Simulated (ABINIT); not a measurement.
Write the native input for ABINIT 10.8.3 (patched build) that does the following.

- Task: single point
- Functional: PBEsol
- Potentials or basis: PseudoDojo NC SR PBEsol v0.4.1 standard
- Cutoff: 1116 eV
- k mesh: 11 × 11 × 11
- Occupations: fermi-dirac, width 0.05 eV
- Spin: no spin polarisation

The system is Ag.

```
Ag
1.0
     0.00000    2.04275    2.04275
     2.04275    0.00000    2.04275
     2.04275    2.04275    0.00000
Ag
1
Direct
  0.00000 0.00000 0.00000
```

The input as run:

run.abi

```
# Pseudopotentials
pp_dirpath "./"
pseudos "Ag.upf"

# Structure
acell 2.8888847545 2.8888847545 2.8888847545 Angstrom
rprim
     0.0000000000     0.7071067812     0.7071067812
     0.7071067812     0.0000000000     0.7071067812
     0.7071067812     0.7071067812     0.0000000000
ntypat 1
znucl 47
natom 1
typat 1
xred
     0.0000000000     0.0000000000     0.0000000000

# Plane-wave basis
ecut 1115.666836 eV

# k points
kptopt 1
ngkpt 11 11 11
nshiftk 1
shiftk 0.0 0.0 0.0

# Exchange and correlation
ixc -116133

# Bands and occupations
nband 14
occopt 3
tsmear 0.00183747

# SCF cycle
nstep 100
tolvrs 1.0e-10

# Output
iomode 3
prtwf 0
prtden 0
prteig 0
prtebands 0
```

Potentials or basis: PseudoDojo NC SR PBEsol v0.4.1 standard.

Launch:

```sh
$ abinit run.abi > log 2>&1
```

Results of the run:

```
Pressure                                              : -3.1 GPa
Band gap on the k mesh                                : none (metal or under the smearing width)
Valence electrons inside the program's atomic spheres : Ag 16.33 (radii [1.0584] Å)
```

Run time: 20 s on 1 thread of Arm Neoverse V2 (shared host), peak memory 0.07 GiB.
